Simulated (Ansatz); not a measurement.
A single-point calculation of CuI (Pmmn) from a database structure with the PAW code Ansatz, at the level PBE. The cell was relaxed with r2SCAN+rVV10 and then strained (uniaxial -2.83 % along y, other directions held), with the atoms relaxed again with r2SCAN+rVV10; k points keep the names of the unstrained zone.

```yaml
crystal:
  lattice:
    - [4.0551101069, 0.0, 0.0]
    - [0.0, 3.9403504908, 0.0]
    - [0.0, 0.0, 6.3456837528]
  atoms:
    - { symbol: Cu, position: [0.5, 0.5, -0.0053743623] }
    - { symbol: Cu, position: [0.0, 0.0, 0.0053743623] }
    - { symbol: I, position: [0.5, 0.0, 0.2705237043] }
    - { symbol: I, position: [0.0, 0.5, 0.7294762957] }
kpoints:
  mp_grid: { grid: [6, 6, 4] }
  band_path:
    path:
      - [0.0, 0.0, 0.0]
      - [0.0, 0.5, 0.0]
      - [0.5, 0.5, 0.0]
      - [0.0, 0.0, 0.5]
      - [0.0, 0.5, 0.5]
      - [0.5, 0.5, 0.5]
    npoints: 1
hamiltonian:
  xc: pbe
scf:
  occupations: { method: fermi_dirac, width: 0.02 }
  n_extra_bands: 5
output:
  forces: true
  stress: true
  eigenvalues: true
```

Some lines of the output have been replaced by numbered gaps.
```
scf.n_extra_bands = 5 over 36 filled bands (N_el = 72.0): the run solves 41 bands
Functional definition: PBE
Crystal: 4 atoms, lattice volume = 101.395 Å³
Basis set: ecut = 420 eV, 1989 PW (Γ)
Symmetry: 8 space group operations
Space group: Pmmn (ITA 59)
k-points: 48 of 144
Free energy (F): -28276.606607 eV
[1]
--- Per-component energies (eV) ---
  E_band       = -1655.916188
  E_kinetic    = 980.502473
  E_local      = -16425.887699
  E_nonlocal   = 623.266379
  E_hartree    = 7714.077760
  E_xc         = -432.494023
  E_vxc        = -484.784108
  E_paw        = -12980.294938
  E_vpaw       = -1777.179446
  E_ewald      = -7755.777142
--- Forces (eV/Å), atoms counted from 1 ---
  atom   1  Cu      0.00000      0.00000    -0.00407
  atom   2  Cu      0.00000      0.00000      0.00407
  atom   3  I       0.00000      0.00000      0.16276
  atom   4  I       0.00000      0.00000    -0.16276
--- Stress (GPa, compression-positive) ---
[2]
--- Band table (eV; the first three rows and the last of 48) ---
[3]
```

The rows of the band table are 0: (0, 0, 0) = Γ, 1: (0, 0, 1/4), 2: (0, 0, -1/2) = Z, 47: (-1/2, -1/2, -1/2) = A.

Question: Give the withheld lines. They hold the Fermi energy and the band table, the stress.

Answer:
```
[1]
Fermi energy:    10.162060 eV
[2]
        2.321682       0.000000       0.000000
        0.000000       3.956812       0.000000
        0.000000       0.000000       2.840010
  P = ⅓ Tr σ = 3.0395 GPa (30.395 kbar)
[3]
  k-point 0: bands = […, 7.8143, 7.8869, 8.1063, 8.3339, 9.3200, 9.3946, 10.9263, 12.4180, 12.9287, 13.9744, …]
  k-point 1: bands = […, 7.8550, 7.9419, 7.9718, 8.1063, 9.0976, 9.1884, 11.7356, 12.5465, 13.0655, 14.0292, …]
  k-point 2: bands = […, 7.7518, 7.9150, 8.0221, 8.1063, 8.8662, 8.9649, 12.6778, 12.8091, 13.1412, 13.6102, …]
  k-point 47: bands = […, 7.4368, 7.4368, 7.5526, 7.5526, 8.2947, 8.2947, 13.3953, 13.3953, 13.4753, 13.4753, …]
```
Only the leading digits can be foreseen; the rest is this run's record.

Command: `ansatz run input.yaml --threads 4 --pin off --max-ram 4608MiB --backend cpu --events-out ev --progress --plain --runs-dir out`. It took 4 s on 4 threads of Intel(R) Xeon(R) Platinum 8259CL CPU @ 2.50GHz (Skylake/Cascade Lake), with other jobs on the host, load about 0.5 per core; peak host memory 0.57 GiB.

(Simulation; spin polarisation is off.)

No spin-orbit coupling is included; it can move band edges with weight on the heavy atoms by tenths of an eV.
